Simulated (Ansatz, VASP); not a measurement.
This is a calculation of ZnS for Ansatz 0.2.0.

The input input.yaml:

```yaml
crystal:
  lattice:
    - [0.0, 2.702, 2.702]
    - [2.702, 0.0, 2.702]
    - [2.702, 2.702, 0.0]
  atoms:
    - { symbol: Zn, position: [0.75, 0.75, 0.75] }
    - { symbol: S, position: [0.0, 0.0, 0.0] }
hamiltonian:
  xc: revpbe
  pseudopotentials: { kind: paw }
  dispersion: d3bj
kpoints:
  mp_grid: { grid: [9, 9, 9] }
scf:
  occupations: { method: fermi_dirac, width: 0.05 }
output:
  forces: true
  stress: true
relax:
  f_tol: 0.01
  max_steps: 40
  cell: { stress_tol: 0.05 }
```

Potentials or basis: Ansatz PAW.

Command:

```console
$ ansatz run input.yaml --threads 2 --pin off --max-ram 5632MiB --backend cpu --events-out ev --progress --plain --runs-dir out
```

Task: Translate it to VASP 6.6.1. Potentials there: VASP PAW PBE potentials, release 64 (Zn, S).

Result: As run (the cutoff follows the program's own potentials):

Contents of INCAR:

```
SYSTEM = ZnS
ALGO = Normal ; EDIFF = 1E-6
EDIFFG = -0.01 ; ENCUT = 600
GGA = RE ; IBRION = 2
ISIF = 3 ; ISMEAR = -1
IVDW = 12 ; LASPH = .True.
LCHARG = .False. ; LREAL = .False.
LWAVE = .False. ; NELM = 60
NSW = 60 ; PREC = Accurate
SIGMA = 0.05
```

The input KPOINTS:

```
k-points
0
Gamma
  9 9 9
  0 0 0
```

File POSCAR:

```
ZnS
1.0
    0.0000000000      2.7020000000      2.7020000000
    2.7020000000      0.0000000000      2.7020000000
    2.7020000000      2.7020000000      0.0000000000
Zn S
1 1
Direct
    0.7500000000      0.7500000000      0.7500000000
    0.0000000000      0.0000000000      0.0000000000
```

Potentials or basis: VASP PAW PBE potentials, release 64 (Zn, S).

Command:

```bash
$ cat potpaw_PBE.64/Zn/POTCAR potpaw_PBE.64/S/POTCAR > POTCAR
$ mpirun -np 1 vasp_std > vasp.out
```

Both were run:

|  | VASP | Ansatz | Ansatz less VASP |
| --- | --- | --- | --- |
| relaxed volume (Å³/atom) | 19.19 | 19.15 | -0.041 |
| relaxed cell length with the largest relative difference (Å) | 3.786 | 3.784 | -0.0027 |
| energy change over the relaxation (meV/atom) | -3 | -4 | -0.5 |

Caveats: the PAW data sets were made with another functional, which shifts forces and pressure a little (VASP); the plane-wave basis is chosen anew once the cell has moved, so the energies of steps on either side of that aren't comparable (Ansatz); the PAW data sets come from PBE, with cores solved anew for the run's functional, which leaves a small shift of forces and pressure (Ansatz).
